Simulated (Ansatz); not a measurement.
Al2GaAs3, ordered on the zincblende lattice (Imm2) with 6 atoms a cell, relaxed with r2SCAN. Space group Imm2 (No. 44), orthorhombic; a = 4.014 Å, b = 12.040 Å, c = 5.673 Å in the conventional setting, 22.85 Å³ an atom. Al is surrounded by 4 As at 2.46 Å; As is surrounded by 3 Al at 2.46 Å and 1 Ga at 2.46 Å; Ga is surrounded by 4 As at 2.46 Å; As is surrounded by 2 Al at 2.46 Å and 2 Ga at 2.46 Å.

```yaml
crystal:
  lattice:
    - [-2.00688, 6.02004, 2.83670]
    - [2.00688, -6.02004, 2.83670]
    - [2.00688, 6.02004, -2.83670]
  atoms:
    - { symbol: Al, position: [0.66648, 0.99981, 0.66667] }
    - { symbol: As, position: [0.41696, 0.25025, 0.16671] }
    - { symbol: Al, position: [0.33313, 0.99981, 0.33333] }
    - { symbol: As, position: [0.08355, 0.25025, 0.83329] }
    - { symbol: Ga, position: [0.00020, 0.00020, 0.00000] }
    - { symbol: As, position: [0.74968, 0.24968, 0.50000] }
```

3 runs of the plane-wave code Ansatz on this cell differ in the functional (and in the settings that go with it). Levels are in eV from each run's valence top; v1 is the last filled band, c1 the first empty one.

Run A, mean stress +2.2 GPa (compression positive):
```
point     v5     v3     v1    c1    c2    c3
    Γ  -1.66  -0.01   0.00  1.44  2.47  2.60
    X  -2.31  -1.76  -0.33  1.46  1.99  3.15
   F₀  -2.28  -2.17  -1.22  1.82  1.92  2.34
```

Run B, mean stress +0.4 GPa (compression positive):
```
point     v5     v3     v1    c1    c2    c3
    Γ  -1.83  -0.02   0.00  2.32  3.18  3.32
    X  -2.53  -1.87  -0.36  2.08  2.68  4.03
   F₀  -2.49  -2.36  -1.32  2.47  2.56  3.05
```

Run C, mean stress +0.2 GPa (compression positive):
```
point     v5     v3     v1    c1    c2    c3
    Γ  -1.88  -0.03   0.00  2.93  3.84  3.99
    X  -2.57  -1.92  -0.38  2.73  3.34  4.71
   F₀  -2.54  -2.41  -1.35  3.11  3.21  3.71
```

**Question.** Match the runs to PBE, HSE06, PBE0.

**Answer.** A is PBE, B is HSE06, C is PBE0. In order of the gap: PBE 1.44, HSE06 2.08, PBE0 2.72 eV.

Values at 0 K without nuclear motion; spin polarisation is off, and the phase may be a hypothetical one.

Spin-orbit coupling is left out.

The stress of a hybrid is loosely converged in these runs.
